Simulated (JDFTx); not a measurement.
Write the native input for JDFTx 1.7.0 (patched build) that does the following.

| Quantity | Value |
| --- | --- |
| Task | single point |
| Functional | revPBE |
| Potentials or basis | PseudoDojo-SR-PBE-0.5-standard with smoothed tails |
| Cutoff | 952 eV |
| Density cutoff | 7619 eV |
| k mesh | 8 × 8 × 8 |
| Occupations | fermi-dirac, width 0.05 eV |
| Spin | no spin polarisation |
| Local potential set to -Z/r beyond | 6 bohr |
| Bands | 15 |
| Density cutoff over wavefunction cutoff | 8 |
| Max SCF steps | 100 |
| SCF threshold on the energy | 1e-09 Ha |
| Solver of the electrons | scf |
| Further solve for the empty bands | yes |

The system is InP.

```
In P
1.0
     0.00000    2.93050    2.93050
     2.93050    0.00000    2.93050
     2.93050    2.93050    0.00000
In P
1 1
Direct
  0.00000 0.00000 0.00000
  0.75000 0.75000 0.75000
```

The input as run:

InP.in

```
lattice \
    0.0000000000     5.5378424082     5.5378424082 \
    5.5378424082     0.0000000000     5.5378424082 \
    5.5378424082     5.5378424082     0.0000000000
coords-type Lattice
ion In     0.0000000000     0.0000000000     0.0000000000 1
ion P      0.7500000000     0.7500000000     0.7500000000 1

ion-species pseudo/In.upf
ion-species pseudo/P.upf
elec-cutoff 35 280
elec-ex-corr gga-x-pbe-r gga-c-pbe
kpoint-folding 8 8 8
elec-smearing Fermi 0.0018374661
elec-n-bands 15
electronic-SCF nIterations 100 energyDiffThreshold 1e-09
electronic-minimize nIterations 30 energyDiffThreshold 1e-7
converge-empty-states yes
forces-output-coords Cartesian

dump-name run.$VAR
dump End Ecomponents EigStats BandEigs Kpoints Forces Stress ElecDensity
```

Potentials or basis: PseudoDojo-SR-PBE-0.5-standard with smoothed tails.

Launch:

```sh
$ jdftx -c 1 -i InP.in -o InP.out
```

Results of the run:

```yaml
Pressure: 4.6 GPa
Band_gap_on_the_k_mesh: 0.80 eV, direct
Loewdin_charges: In +0.35; P -0.32 e
```

Caveat: the empty levels aren't tightly converged; the potentials were made for another functional, which shifts forces and pressure; spin-orbit coupling is left out, which moves the levels of the heavy elements.

Run time: 2.5 min on 1 thread of Arm Neoverse V1, on a shared host, peak memory 0.13 GiB.
